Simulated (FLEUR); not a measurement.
# GaN (F-43m) in FLEUR: notebook, part 3 of 3

FLEUR MaX-R8.1 (later development tree). Earlier steps stand in the parts before.

### 4 Equation of state, r2SCAN, 10.76 Å³/atom (volume scaled by 0.94)

Changes to inp.xml since step 3:

```diff
@@ -6,3 +6,3 @@
    <calculationSetup>
-      <cutoffs Kmax="5.05" Gmax="15.7" GmaxXC="15.7" numbands="0"/>
+      <cutoffs Kmax="5.21" Gmax="16.2" GmaxXC="16.2" numbands="0"/>
       <scfLoop itmax="80" minDistance="0.0001" maxIterBroyd="30" imix="Anderson" alpha="0.05" precondParam="0.0" spinf="2.0" sdNocoIR="T"/>
@@ -27,3 +27,3 @@
       <xi:include xmlns:xi="http://www.w3.org/2001/XInclude" href="sym.xml"> </xi:include>
-      <bulkLattice scale="1.0">
+      <bulkLattice scale="0.9795861087">
          <bravaisMatrix>
@@ -37,3 +37,3 @@
       <species name="Gallium (Ga)" element="Ga" atomicNumber="31">
-         <mtSphere radius="1.94" gridPoints="641" logIncrement="0.019"/>
+         <mtSphere radius="1.88" gridPoints="641" logIncrement="0.019"/>
          <atomicCutoffs lmax="8" lnonsphr="8"/>
@@ -54,3 +54,3 @@
       <species name="Nitrogen (N)" element="N" atomicNumber="7">
-         <mtSphere radius="1.48" gridPoints="489" logIncrement="0.021"/>
+         <mtSphere radius="1.44" gridPoints="489" logIncrement="0.021"/>
          <atomicCutoffs lmax="8" lnonsphr="8"/>
```

Potentials or basis: all-electron, FLAPW.

Launch:

```bash
inpgen -f crystal.txt -profile fastHighL
# inp.xml edited to the form shown
fleur_MPI
```

Output:

```text
Welcome to FLEUR        (www.flapw.de)
      MaX-Release 8.1          (www.max-centre.eu)
 func_ids         498         497         498         497
 MetaGGA potential functional detected - V_tau will be computed
 Auxiliary Potential for radial basis: exchange=         117  correlation=         130
The functional 'Re-regularized SCAN exchange by Furness et al' is an exchange functional, it belongs to the 'MGGA' family and is defined in the reference(s):
[1] J. W. Furness, A. D. Kaplan, J. Ning, J. P. Perdew, and J. Sun.,  J. Phys. Chem. Lett. 11, 8208-8215 (2020)
[2] J. W. Furness, A. D. Kaplan, J. Ning, J. P. Perdew, and J. Sun.,  J. Phys. Chem. Lett. 11, 9248-9248 (2020)
The functional 'Re-regularized SCAN correlation by Furness et al' is a correlation functional, it belongs to the 'MGGA' family and is defined in the reference(s):
[1] J. W. Furness, A. D. Kaplan, J. Ning, J. P. Perdew, and J. Sun.,  J. Phys. Chem. Lett. 11, 8208-8215 (2020)
[2] J. W. Furness, A. D. Kaplan, J. Ning, J. P. Perdew, and J. Sun.,  J. Phys. Chem. Lett. 11, 9248-9248 (2020)
 Using same functional for VXC and EXC

 ========== k-point set info ==========
 Selected k-point list: default-1
 k-point list type: mesh
 10 x 10 x 10
 Number of k points: 47

 ------------Calculation Setup---------------------------
 Number of MPI-tasks      :            1
 Number of PE/node        :            1
 Number of OMP-threads    :            1
 Most efficient MPI parallelization for:
           1          47
 Additional eigenvalue parallelization possible
 Number of basis functions:          443
 Approximate size of matrices (H+S) per k-point:         0.006 GB
 --------------------------------------------------------
The functional 'Hammer, Hansen, and Norskov' is an exchange functional, it belongs to the 'GGA' family and is defined in the reference(s):
[1] B. Hammer, L. B. Hansen, and J. K. Nørskov.,  Phys. Rev. B 59, 7413 (1999)
The functional 'Perdew, Burke & Ernzerhof' is a correlation functional, it belongs to the 'GGA' family and is defined in the reference(s):
[1] J. P. Perdew, K. Burke, and M. Ernzerhof.,  Phys. Rev. Lett. 77, 3865 (1996)
[2] J. P. Perdew, K. Burke, and M. Ernzerhof.,  Phys. Rev. Lett. 78, 1396 (1997)
 Using same functional for VXC and EXC
 Using auxiliary GGA potential for the first iteration of MetaGGA calculation.
 Reset of history
 Reset of history
 Iteration:     1   Distance:      31.80496906 me/bohr^3
The functional 'Hammer, Hansen, and Norskov' is an exchange functional, it belongs to the 'GGA' family and is defined in the reference(s):
[1] B. Hammer, L. B. Hansen, and J. K. Nørskov.,  Phys. Rev. B 59, 7413 (1999)
The functional 'Perdew, Burke & Ernzerhof' is a correlation functional, it belongs to the 'GGA' family and is defined in the reference(s):
[1] J. P. Perdew, K. Burke, and M. Ernzerhof.,  Phys. Rev. Lett. 77, 3865 (1996)
[2] J. P. Perdew, K. Burke, and M. Ernzerhof.,  Phys. Rev. Lett. 78, 1396 (1997)
 Using same functional for VXC and EXC
 Iteration:     2   Distance:      27.40758263 me/bohr^3
The functional 'Hammer, Hansen, and Norskov' is an exchange functional, it belongs to the 'GGA' family and is defined in the reference(s):
[1] B. Hammer, L. B. Hansen, and J. K. Nørskov.,  Phys. Rev. B 59, 7413 (1999)
The functional 'Perdew, Burke & Ernzerhof' is a correlation functional, it belongs to the 'GGA' family and is defined in the reference(s):
[1] J. P. Perdew, K. Burke, and M. Ernzerhof.,  Phys. Rev. Lett. 77, 3865 (1996)
[2] J. P. Perdew, K. Burke, and M. Ernzerhof.,  Phys. Rev. Lett. 78, 1396 (1997)
 Using same functional for VXC and EXC
 Iteration:     3   Distance:      24.80127452 me/bohr^3
The functional 'Hammer, Hansen, and Norskov' is an exchange functional, it belongs to the 'GGA' family and is defined in the reference(s):
[1] B. Hammer, L. B. Hansen, and J. K. Nørskov.,  Phys. Rev. B 59, 7413 (1999)
The functional 'Perdew, Burke & Ernzerhof' is a correlation functional, it belongs to the 'GGA' family and is defined in the reference(s):
[1] J. P. Perdew, K. Burke, and M. Ernzerhof.,  Phys. Rev. Lett. 77, 3865 (1996)
[2] J. P. Perdew, K. Burke, and M. Ernzerhof.,  Phys. Rev. Lett. 78, 1396 (1997)
 Using same functional for VXC and EXC
 Iteration:     4   Distance:      12.13109262 me/bohr^3
The functional 'Hammer, Hansen, and Norskov' is an exchange functional, it belongs to the 'GGA' family and is defined in the reference(s):
[1] B. Hammer, L. B. Hansen, and J. K. Nørskov.,  Phys. Rev. B 59, 7413 (1999)
The functional 'Perdew, Burke & Ernzerhof' is a correlation functional, it belongs to the 'GGA' family and is defined in the reference(s):
[1] J. P. Perdew, K. Burke, and M. Ernzerhof.,  Phys. Rev. Lett. 77, 3865 (1996)
[2] J. P. Perdew, K. Burke, and M. Ernzerhof.,  Phys. Rev. Lett. 78, 1396 (1997)
 Using same functional for VXC and EXC
 Iteration:     5   Distance:       5.19268799 me/bohr^3
The functional 'Hammer, Hansen, and Norskov' is an exchange functional, it belongs to the 'GGA' family and is defined in the reference(s):
[1] B. Hammer, L. B. Hansen, and J. K. Nørskov.,  Phys. Rev. B 59, 7413 (1999)
The functional 'Perdew, Burke & Ernzerhof' is a correlation functional, it belongs to the 'GGA' family and is defined in the reference(s):
[1] J. P. Perdew, K. Burke, and M. Ernzerhof.,  Phys. Rev. Lett. 77, 3865 (1996)
[2] J. P. Perdew, K. Burke, and M. Ernzerhof.,  Phys. Rev. Lett. 78, 1396 (1997)
 Using same functional for VXC and EXC
 Iteration:     6   Distance:       3.56445687 me/bohr^3
The functional 'Hammer, Hansen, and Norskov' is an exchange functional, it belongs to the 'GGA' family and is defined in the reference(s):
[1] B. Hammer, L. B. Hansen, and J. K. Nørskov.,  Phys. Rev. B 59, 7413 (1999)
The functional 'Perdew, Burke & Ernzerhof' is a correlation functional, it belongs to the 'GGA' family and is defined in the reference(s):
[1] J. P. Perdew, K. Burke, and M. Ernzerhof.,  Phys. Rev. Lett. 77, 3865 (1996)
[2] J. P. Perdew, K. Burke, and M. Ernzerhof.,  Phys. Rev. Lett. 78, 1396 (1997)
 Using same functional for VXC and EXC
 Iteration:     7   Distance:       0.33613295 me/bohr^3
The functional 'Hammer, Hansen, and Norskov' is an exchange functional, it belongs to the 'GGA' family and is defined in the reference(s):
[1] B. Hammer, L. B. Hansen, and J. K. Nørskov.,  Phys. Rev. B 59, 7413 (1999)
The functional 'Perdew, Burke & Ernzerhof' is a correlation functional, it belongs to the 'GGA' family and is defined in the reference(s):
[1] J. P. Perdew, K. Burke, and M. Ernzerhof.,  Phys. Rev. Lett. 77, 3865 (1996)
[2] J. P. Perdew, K. Burke, and M. Ernzerhof.,  Phys. Rev. Lett. 78, 1396 (1997)
 Using same functional for VXC and EXC
 Iteration:     8   Distance:       0.31373245 me/bohr^3
The functional 'Hammer, Hansen, and Norskov' is an exchange functional, it belongs to the 'GGA' family and is defined in the reference(s):
[1] B. Hammer, L. B. Hansen, and J. K. Nørskov.,  Phys. Rev. B 59, 7413 (1999)
The functional 'Perdew, Burke & Ernzerhof' is a correlation functional, it belongs to the 'GGA' family and is defined in the reference(s):
[1] J. P. Perdew, K. Burke, and M. Ernzerhof.,  Phys. Rev. Lett. 77, 3865 (1996)
[2] J. P. Perdew, K. Burke, and M. Ernzerhof.,  Phys. Rev. Lett. 78, 1396 (1997)
 Using same functional for VXC and EXC
 Iteration:     9   Distance:       0.04009190 me/bohr^3
The functional 'Hammer, Hansen, and Norskov' is an exchange functional, it belongs to the 'GGA' family and is defined in the reference(s):
[1] B. Hammer, L. B. Hansen, and J. K. Nørskov.,  Phys. Rev. B 59, 7413 (1999)
The functional 'Perdew, Burke & Ernzerhof' is a correlation functional, it belongs to the 'GGA' family and is defined in the reference(s):
[1] J. P. Perdew, K. Burke, and M. Ernzerhof.,  Phys. Rev. Lett. 77, 3865 (1996)
[2] J. P. Perdew, K. Burke, and M. Ernzerhof.,  Phys. Rev. Lett. 78, 1396 (1997)
 Using same functional for VXC and EXC
 Iteration:    10   Distance:       0.02911749 me/bohr^3
The functional 'Hammer, Hansen, and Norskov' is an exchange functional, it belongs to the 'GGA' family and is defined in the reference(s):
[1] B. Hammer, L. B. Hansen, and J. K. Nørskov.,  Phys. Rev. B 59, 7413 (1999)
The functional 'Perdew, Burke & Ernzerhof' is a correlation functional, it belongs to the 'GGA' family and is defined in the reference(s):
[1] J. P. Perdew, K. Burke, and M. Ernzerhof.,  Phys. Rev. Lett. 77, 3865 (1996)
[2] J. P. Perdew, K. Burke, and M. Ernzerhof.,  Phys. Rev. Lett. 78, 1396 (1997)
 Using same functional for VXC and EXC
 Iteration:    11   Distance:       0.00201400 me/bohr^3
The functional 'Hammer, Hansen, and Norskov' is an exchange functional, it belongs to the 'GGA' family and is defined in the reference(s):
[1] B. Hammer, L. B. Hansen, and J. K. Nørskov.,  Phys. Rev. B 59, 7413 (1999)
The functional 'Perdew, Burke & Ernzerhof' is a correlation functional, it belongs to the 'GGA' family and is defined in the reference(s):
[1] J. P. Perdew, K. Burke, and M. Ernzerhof.,  Phys. Rev. Lett. 77, 3865 (1996)
[2] J. P. Perdew, K. Burke, and M. Ernzerhof.,  Phys. Rev. Lett. 78, 1396 (1997)
 Using same functional for VXC and EXC
 Iteration:    12   Distance:       0.00147763 me/bohr^3
The functional 'Hammer, Hansen, and Norskov' is an exchange functional, it belongs to the 'GGA' family and is defined in the reference(s):
[1] B. Hammer, L. B. Hansen, and J. K. Nørskov.,  Phys. Rev. B 59, 7413 (1999)
The functional 'Perdew, Burke & Ernzerhof' is a correlation functional, it belongs to the 'GGA' family and is defined in the reference(s):
[1] J. P. Perdew, K. Burke, and M. Ernzerhof.,  Phys. Rev. Lett. 77, 3865 (1996)
[2] J. P. Perdew, K. Burke, and M. Ernzerhof.,  Phys. Rev. Lett. 78, 1396 (1997)
 Using same functional for VXC and EXC
 Iteration:    13   Distance:       0.00033031 me/bohr^3
The functional 'Hammer, Hansen, and Norskov' is an exchange functional, it belongs to the 'GGA' family and is defined in the reference(s):
[1] B. Hammer, L. B. Hansen, and J. K. Nørskov.,  Phys. Rev. B 59, 7413 (1999)
The functional 'Perdew, Burke & Ernzerhof' is a correlation functional, it belongs to the 'GGA' family and is defined in the reference(s):
[1] J. P. Perdew, K. Burke, and M. Ernzerhof.,  Phys. Rev. Lett. 77, 3865 (1996)
[2] J. P. Perdew, K. Burke, and M. Ernzerhof.,  Phys. Rev. Lett. 78, 1396 (1997)
 Using same functional for VXC and EXC
 Iteration:    14   Distance:       0.00006293 me/bohr^3

 ********************************************************************
 Run finished successfully
 Stop message:
   all done
 ********************************************************************
```

Run time: 2.1 min. Hardware: 1 thread of Intel Xeon at 2.50GHz (Skylake/Cascade Lake), shared host; peak memory 0.08 GiB.

What came out:

| Property | Result |
| --- | --- |
| Free energy | -54398.9922 eV |
| Band gap on the k mesh | 2.56 eV, direct |
| Valence electrons inside the program's atomic spheres | Ga 18.61; N 3.50 (radii Ga 1.88, N 1.44 bohr) |

Caveat: the meta-GGA is that of a development version, with a GGA for the radial functions and cores and without core tails.

### 5 Equation of state, r2SCAN, 10.99 Å³/atom (volume scaled by 0.96)

Changes to inp.xml since step 4:

```diff
@@ -27,3 +27,3 @@
       <xi:include xmlns:xi="http://www.w3.org/2001/XInclude" href="sym.xml"> </xi:include>
-      <bulkLattice scale="0.9795861087">
+      <bulkLattice scale="0.9864848297">
          <bravaisMatrix>
```

Launch:

```bash
inpgen -f crystal.txt -profile fastHighL
# inp.xml edited to the form shown
fleur_MPI
```

It took 2.2 min on 1 thread of Intel Xeon at 2.50GHz (Skylake/Cascade Lake), shared host; peak memory 0.08 GiB.

It converged, with:

| Quantity | Value |
| --- | --- |
| Free energy | -54399.0203 eV |
| Band gap on the k mesh | 2.43 eV, direct |
| Valence electrons inside the program's atomic spheres | Ga 18.59; N 3.48 (radii Ga 1.88, N 1.44 bohr) |

Caveat: the meta-GGA is that of a development version, with a GGA for the radial functions and cores and without core tails.

### 6 Equation of state, r2SCAN, 11.44 Å³/atom

Changes to inp.xml since step 5:

```diff
@@ -27,3 +27,3 @@
       <xi:include xmlns:xi="http://www.w3.org/2001/XInclude" href="sym.xml"> </xi:include>
-      <bulkLattice scale="0.9864848297">
+      <bulkLattice scale="1.0000000000">
          <bravaisMatrix>
```

Potentials or basis: all-electron, FLAPW.

Launch:

```bash
inpgen -f crystal.txt -profile fastHighL
# inp.xml edited to the form shown
fleur_MPI
```

Wall time 2 min (1 thread of Intel Xeon at 2.50GHz (Skylake/Cascade Lake), shared host); peak memory 0.08 GiB.

Results (log left out):

```
Free energy                                           : -54399.0375 eV
Band gap on the k mesh                                : 2.16 eV, direct
Valence electrons inside the program's atomic spheres : Ga 18.56; N 3.45 (radii Ga 1.88, N 1.44 bohr)
```

Caveat: the meta-GGA is that of a development version, with a GGA for the radial functions and cores and without core tails.

### 7 Equation of state, r2SCAN, 11.90 Å³/atom (volume scaled by 1.04)

Changes to inp.xml since step 6:

```diff
@@ -27,3 +27,3 @@
       <xi:include xmlns:xi="http://www.w3.org/2001/XInclude" href="sym.xml"> </xi:include>
-      <bulkLattice scale="1.0000000000">
+      <bulkLattice scale="1.0131594038">
          <bravaisMatrix>
```

Launch:

```bash
inpgen -f crystal.txt -profile fastHighL
# inp.xml edited to the form shown
fleur_MPI
```

Run time: 2.8 min. Hardware: 1 thread of Intel Xeon at 2.50GHz (Skylake/Cascade Lake), shared host; peak memory 0.08 GiB.

It converged, with:

* Free energy: -54399.0107 eV
* Band gap on the k mesh: 1.90 eV, direct
* Valence electrons inside the program's atomic spheres: Ga 18.53; N 3.42 (radii Ga 1.88, N 1.44 bohr)

Caveat: the meta-GGA is that of a development version, with a GGA for the radial functions and cores and without core tails.

### 8 Equation of state, r2SCAN, 12.13 Å³/atom (volume scaled by 1.06)

Changes to inp.xml since step 7:

```diff
@@ -27,3 +27,3 @@
       <xi:include xmlns:xi="http://www.w3.org/2001/XInclude" href="sym.xml"> </xi:include>
-      <bulkLattice scale="1.0131594038">
+      <bulkLattice scale="1.0196128224">
          <bravaisMatrix>
```

Launch:

```bash
inpgen -f crystal.txt -profile fastHighL
# inp.xml edited to the form shown
fleur_MPI
```

It took 2.7 min on 1 thread of Intel Xeon at 2.50GHz (Skylake/Cascade Lake), shared host; peak memory 0.08 GiB.

The run converged. Its results:

```yaml
Free_energy: -54398.9836 eV
Band_gap_on_the_k_mesh: 1.77 eV, direct
Valence_electrons_inside_the_program's_atomic_spheres: Ga 18.52; N 3.41 (radii Ga 1.88, N 1.44 bohr)
```

Caveat: the meta-GGA is that of a development version, with a GGA for the radial functions and cores and without core tails.

### 9 Equation of state, r2SCAN

Potentials or basis: all-electron, FLAPW.

No new run: the results of the series are fitted here.

Results:

```
Equilibrium volume : 11.38 Å³/atom
Bulk modulus       : 196 GPa
```

Energy against volume, from the lowest point:
```tsv
volume (Å³/atom)	energy (meV/atom)
10.757	22.64
10.986	8.60
11.444	0.00
11.902	13.40
12.131	26.96
```

Caveat: the meta-GGA is that of a development version, with a GGA for the radial functions and cores and without core tails.

### 10 Overview

```tsv
task	level	gmax	muffin-tin radii	max iterations	mixing factor	mixer	kmax	gap on the mesh (eV)
band structure	LDA	15.7 1/bohr	Ga 1.94, N 1.48 bohr	60	0.05	Anderson	5.05 1/bohr	1.74
band structure	r2SCAN	15.7 1/bohr	Ga 1.94, N 1.48 bohr	80	0.05	Anderson	5.05 1/bohr	2.15
equation of state	r2SCAN	16.2 1/bohr	Ga 1.88, N 1.44 bohr	-	-	-	5.21 1/bohr	-
```

Alike in all rows: potentials or basis all-electron, FLAPW; no spin polarisation; cell as given; k mesh 10 × 10 × 10; smearing fermi-dirac 0.05 eV.

Caveats: the meta-GGA is that of a development version, with a GGA for the radial functions and cores and without core tails (some runs).

Compare energies only between runs with the same functional and basis.

### 11 Comparison with measurements

Step 2. Against the measured gap of GaN, 3.299 eV (direct; 0 K; a printed reference work, textbook), the calculated 1.74 eV is off by -1.56 eV. Spin-orbit coupling on Ga is left out. The value is that of LDA, without temperature or zero-point motion. Semilocal functionals fall short of measured gaps as a rule. The cell is a database's relaxed one, not the measured one, which moves gaps too.

Step 3. Measured gap of GaN: 3.299 eV (direct; 0 K; a printed reference work, textbook). This calculation gives 2.15 eV (-1.15 eV). Spin-orbit coupling on Ga is left out. The value is that of r2SCAN, without temperature or zero-point motion. The cell is a database's relaxed one, not the measured one, which moves gaps too.
